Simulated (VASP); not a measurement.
## NaCl in VASP 6.6.1, single-point calculation

INCAR

```
SIGMA = 0.02
NELM = 120
LWAVE = .FALSE.
ISIF = 2
GGA = PE
LCHARG = .FALSE.
PREC = Accurate
NBANDS = 14
LASPH = .TRUE.
ENCUT = 520
ISMEAR = -1
NSW = 0
EDIFF = 0.001
IBRION = -1
LREAL = .FALSE.
```

KPOINTS

```
KPOINTS created by Atomic Simulation Environment
0
Monkhorst-Pack
8 8 8
0 0 0
```

POSCAR

```
Na Cl
 1.0000000000000000
     3.4595458397000001    0.0000000000000000    0.0000000000000000
     0.0000000000000000    3.4595458397000001    0.0000000000000000
     0.0000000000000000    0.0000000000000000    3.5733648977999999
 Na  Cl
   1   1
Cartesian
  0.0000000000000000  0.0000000000000000  0.0000000000000000
  1.7297729198500000  1.7297729198500000  1.7866824488999997
```

The recommended PBE PAW datasets give the neutral cell 14 valence electrons.

Command

```
mpirun -np 1 vasp_std
```

OSZICAR

```
N       E                     dE             d eps       ncg     rms          rms(c)
DAV:   1     0.103287615352E+03    0.10329E+03   -0.70286E+03  1132   0.101E+03
DAV:   2     0.168354610888E+01   -0.10160E+03   -0.92756E+02  1204   0.282E+02
DAV:   3    -0.657763657166E+01   -0.82612E+01   -0.82016E+01  1444   0.731E+01
DAV:   4    -0.671574227332E+01   -0.13811E+00   -0.13803E+00  1258   0.100E+01
DAV:   5    -0.671858557362E+01   -0.28433E-02   -0.28430E-02  1462   0.150E+00    0.231E+00
DAV:   6    -0.649144586764E+01    0.22714E+00   -0.31171E-01  1434   0.341E+00    0.164E+00
DAV:   7    -0.646157588857E+01    0.29870E-01   -0.91932E-02  1542   0.181E+00    0.114E+00
DAV:   8    -0.646165990871E+01   -0.84020E-04   -0.11132E-02  1174   0.945E-01    0.422E-01
DAV:   9    -0.646141885362E+01    0.24106E-03   -0.43908E-04  1046   0.161E-01
   1 F= -.64614189E+01 E0= -.64614189E+01  d E =-.489578E-12
```

From OUTCAR

```
k-points           NKPTS =     40   k-points in BZ     NKDIM =     40   number of bands    NBANDS=     14

   NELECT =      14.0000    total number of electrons

   dimension x,y,z NGX =    28 NGY =   28 NGZ =   28
   dimension x,y,z NGXF=    56 NGYF=   56 NGZF=   56

  energy-cutoff  :      520.00
  volume of cell :       42.77
      direct lattice vectors                 reciprocal lattice vectors
     3.459545840  0.000000000  0.000000000     0.289055282  0.000000000  0.000000000
     0.000000000  3.459545840  0.000000000     0.000000000  0.289055282  0.000000000
     0.000000000  0.000000000  3.573364898     0.000000000  0.000000000  0.279848274

 k-points in reciprocal lattice and weights: KPOINTS created by Atomic Simulation Env
   0.06250000  0.06250000  0.06250000       0.016
   0.18750000  0.06250000  0.06250000       0.031
   0.31250000  0.06250000  0.06250000       0.031
   0.43750000  0.06250000  0.06250000       0.031
   0.18750000  0.18750000  0.06250000       0.016
   0.31250000  0.18750000  0.06250000       0.031
   0.43750000  0.18750000  0.06250000       0.031
   0.31250000  0.31250000  0.06250000       0.016
   ...

 E-fermi :   0.9039

 k-point     1 :       0.0625    0.0625    0.0625
  band No.  band energies     occupation
      1     -21.6065      2.00000
      2     -21.6060      2.00000
      3     -21.5998      2.00000
      4     -12.9043      2.00000
      5      -0.3362      2.00000
      6      -0.0999      2.00000
      7      -0.0382      2.00000
      8       4.7955      0.00000
      9       9.0948      0.00000
     10       9.3760      0.00000
     11      14.7112      0.00000
     12      15.3466      0.00000
     13      15.4970      0.00000
     14      16.8351      0.00000

 k-point     2 :       0.1875    0.0625    0.0625
  band No.  band energies     occupation
      1     -21.6184      2.00000
      2     -21.6051      2.00000
      3     -21.5986      2.00000
      4     -12.8072      2.00000
      5      -0.9234      2.00000
      6      -0.2405      2.00000
      7       0.0093      2.00000
      8       5.5082      0.00000
      9       9.4745      0.00000
     10       9.8709      0.00000
     11      13.4925      0.00000
     12      14.0375      0.00000
     13      15.4894      0.00000
     14      16.2542      0.00000

 k-point     3 :       0.3125    0.0625    0.0625
  band No.  band energies     occupation
      1     -21.6356      2.00000
      2     -21.6035      2.00000
      3     -21.5969      2.00000
      4     -12.6627      2.00000
      5      -1.8370      2.00000
      6      -0.1307      2.00000
      7       0.1141      2.00000
      8       6.4358      0.00000
      9       9.8391      0.00000
     10      10.1111      0.00000
     11      12.4674      0.00000
     12      13.0828      0.00000
     13      15.7296      0.00000
     14      15.9064      0.00000

 k-point     4 :       0.4375    0.0625    0.0625
  band No.  band energies     occupation
      1     -21.6476      2.00000
      2     -21.6024      2.00000
      3     -21.5957      2.00000
      4     -12.5548      2.00000
      5      -2.3896      2.00000
      6      -0.0480      2.00000
      7       0.1917      2.00000
      8       7.3479      0.00000
      9       9.0685      0.00000
     10      10.8768      0.00000
     11      11.6792      0.00000
     12      12.6147      0.00000
     13      14.5766      0.00000
     14      16.1767      0.00000

 ...

  Total        0.3530406      0.3530406     -0.3035214      0.0000000      0.0000000      0.0000000
  in kB       13.2257320     13.2257320    -11.3706257      0.0000000      0.0000000      0.0000000
  external PRESSURE =       5.0269461 kB  Pullay stress =       0.0000000 kB

 POSITION                                       TOTAL-FORCE (eV/Angst)
 -----------------------------------------------------------------------------------
      0.00000      0.00000      0.00000         0.000000      0.000000      0.000000
      1.72977      1.72977      1.78668         0.000000      0.000000      0.000000
 -----------------------------------------------------------------------------------
    total drift:                               -0.000000      0.000000      0.000000

  FREE ENERGIE OF THE ION-ELECTRON SYSTEM (eV)
  ---------------------------------------------------
  free  energy   TOTEN  =        -6.4614188536 eV

  energy  without entropy=       -6.4614188536  energy(sigma->0) =       -6.46141885
```

It converged. Results: gap between bands v and c on the k mesh 4.39 eV; least direct gap on the k mesh 4.83 eV; pressure 0.5 GPa. Band v is the last that the valence electrons fill when counted band by band, and c is the next.

These settings aren't sound, so the numbers aren't properties of the crystal. The shifted mesh misses Γ, so a band edge there is missed.

On sound settings PBE gives a gap of 3.91 eV on its mesh and a pressure of 0.2 GPa for the intended cell.

The run took about 12 s on one core of a shared host (Intel Xeon Platinum 8488C) and held 0.16 GiB at most.
